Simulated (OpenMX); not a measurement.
The system is Te2Mo, a slab with vacuum.

```
CELL_PARAMETERS angstrom
3.56023 0.00000 0.00000
-1.78012 3.08325 0.00000
0.00000 0.00000 17.52406
ATOMIC_POSITIONS crystal
Te 0.33333 0.66667 0.10214
Te 0.33333 0.66667 0.89786
Mo 0.00000 0.00000 0.00000
```

* Program: OpenMX 3.8.5
* Task: single point
* Functional: PBE
* Potentials or basis: OpenMX 2013 PBE set, Te7.0-s3p2d2f1, Mo7.0-s3p2d2, grid cutoff 500 Ry
* k mesh: 9 × 9 × 3
* Occupations: fermi-dirac, width 0.05 eV
* Spin: no spin polarisation

On this cell: largest force 0.697 eV/Å; band gap on the k mesh 1.03 eV, direct.

The same run follows on a disturbed copy (atoms moved at random, drawn with an rms of 0.05 Å):

```
Te Mo
1.0
     3.56023    0.00000    0.00000
    -1.78012    3.08325    0.00000
     0.00000    0.00000   17.52406
Te Mo
2 1
Direct
  0.33087 0.67073 0.09950
  0.34288 0.66316 0.89798
  0.97294 0.98060 0.00114
```

Q: What does the disturbed cell give?

A: The energy moves by +48.5 meV/atom; largest force 1.882 eV/Å; band gap on the k mesh 1.01 eV, direct.

Forces in eV/Å, atoms in the order of the input:
```
Te  -0.459 -0.611  1.706
Te  -0.756 -0.417 -0.676
Mo   1.207  1.016 -1.025
```

Caveats: spin-orbit coupling is left out, which moves the levels of the heavy elements; the basis of atomic orbitals isn't converged, which shifts pressures, moduli and gaps.

A k mesh can miss the band edges.
